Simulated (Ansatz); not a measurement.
## Phonons of CsCl (Pm-3m)

```yaml
crystal:
  lattice:
    - [4.06534, 0.00000, 0.00000]
    - [0.00000, 4.06534, 0.00000]
    - [0.00000, 0.00000, 4.06534]
  atoms:
    - { symbol: Cs, position: [0.00000, 0.00000, 0.00000] }
    - { symbol: Cl, position: [0.50000, 0.50000, 0.50000] }
```

Conventional cell: a = 4.065 Å, b = 4.065 Å, c = 4.065 Å, α = 90.00°, β = 90.00°, γ = 90.00°. Cs (atom 1) is surrounded by 8 Cl at 3.52 Å. Around Cl (atom 2) lie 8 Cs at 3.52 Å.

Unless marked otherwise, the numbers come from PBEsol, all-electron LAPW in Ansatz 0.2.0, scalar-relativistic. k mesh 6×6×6, fixed occupations, basis error target 1 meV/atom. The cell was relaxed by PAW under this functional, which moved its volume by -4 % from the database entry's.

Atoms are displaced by 0.01 Å in the smallest supercells that hold the wave vectors of a 2×2×2 mesh. Negative values stand for unstable modes. The zone centre has no LO-TO term.

Task: What are the phonon energies at the solved wave vectors, in cm⁻¹?

Result: 

| q | point | modes (cm⁻¹) |
| --- | --- | --- |
| 0.000 0.000 0.000 | Gamma | 93.6 (×3) |
| 0.500 0.000 0.000 | X | 38.7 (×2), 82.8, 90.4 (×2), 146.6 |
| 0.500 0.500 0.000 | M | 33.9, 60.2 (×2), 81.4, 115.3 (×2) |
| 0.500 0.500 0.500 | R | 61.7 (×3), 118.9 (×3) |

Task: Is the structure dynamically stable at these wave vectors?

Result: Yes, no mode is unstable there; wave vectors off this mesh aren't tested.

Task: How do the optical zone-centre modes decompose, and which are active?

Result: Point group m-3m: Γ_opt = T1u.

| label | cm⁻¹ | activity | mostly |
| --- | --- | --- | --- |
| T1u | 93.6 | IR | Cl (79 %) |

Task: How well do frozen-core PAW files reproduce these all-electron values?

Result: With a cutoff of 420 eV and displacements of 0.0025 Å, the r.m.s. difference over the modes is 0.0 cm⁻¹; the largest difference is 90.4 (PAW) against 90.4 cm⁻¹ (LAPW).

Task: The cell is scaled evenly to 65.172 and 69.204 Å³ (from 67.188), with free atoms relaxed and the shape held. What are the mode Grüneisen parameters γ = −d ln ω/d ln V?

Result: For the highest mode, 152.8 cm⁻¹ in the small cell and 140.8 in the large one give γ ≈ 1.36. From the change of the dynamical matrix on each mode:

```
point   cm⁻¹     γ
Gamma   93.6  3.25
    X   38.7  3.72
    X   82.8  1.38
    X   90.4  3.19
    X  146.6  1.38
    M   33.9  4.42
    M   60.2  0.72
    M   81.4  3.60
    M  115.3  2.32
    R   61.7  2.06
    R  118.9  2.06
```

Weighted by the modes' heat capacities at 300 K, the mean on this mesh is 2.54; it moves with the q mesh, and a coarse one overweights the zone boundary.

Task: Linear response on PAW files adds the field. What are the dielectric tensor, the Born charges and the LO shift?

Result: ε∞ = (2.98, 2.98, 2.98) along x, y, z with local fields. Born charges (xx, yy, zz): Cs1 (1.34, 1.34, 1.34); Cl2 (-1.34, -1.34, -1.34). The highest zone-centre mode lies at 93.5 cm⁻¹ without the macroscopic field and at 156.7 cm⁻¹ with it, for q along x. Lyddane-Sachs-Teller then gives ε₀ = ε∞ (ω_LO/ω_TO)² = 8.37. With the ions free to follow the field, the program's ε₀ is (8.37, 8.37, 8.37).

Known limits: the frozen-core PAW files of the compared runs were fitted under PBE, their cores solved anew for this functional; semilocal gaps are low, and ε∞ tends to come out large.
